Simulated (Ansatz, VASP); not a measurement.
Two plane-wave programs on InSb

```
In Sb
1.0
     0.00000    3.23910    3.30388
     3.23910    0.00000    3.30388
     3.23910    3.23910    0.00000
In Sb
1 1
Direct
  0.00000 0.00000 0.00000
  0.75000 0.75000 0.75000
```

Change from the starting cell: strain +0.0200 x Voigt [0, 0, 1, 0, 0, 0], atoms carried along.

Alike in both runs: task single point; functional PBE; k mesh 12 × 12 × 12; occupations gaussian, width 0.15 eV; no spin polarisation.

|  | VASP | Ansatz |
| --- | --- | --- |
| version | VASP 6.6.1 | Ansatz 0.2.0 |
| potentials or method | VASP PAW PBE potentials, release 64 (In_d, Sb) | scalar-relativistic, plane waves, PAW |
| plane-wave cutoff (eV) | 520 | 420 |
| valence electrons in the cell | 18 | 28 |

```csv
,VASP,Ansatz,Ansatz less VASP
gap on the k mesh at the Fermi level (eV),none,none,-
pressure (GPa),2.1,2.2,+0.03
largest component of the traceless stress (GPa),0.36,0.36,0.000
```

A gap of «none» marks a metal or a gap that the smearing closes. The two sets of potentials don't hold the same shells in valence.

The runs have no spin-orbit coupling, so splittings on Sb are missing.
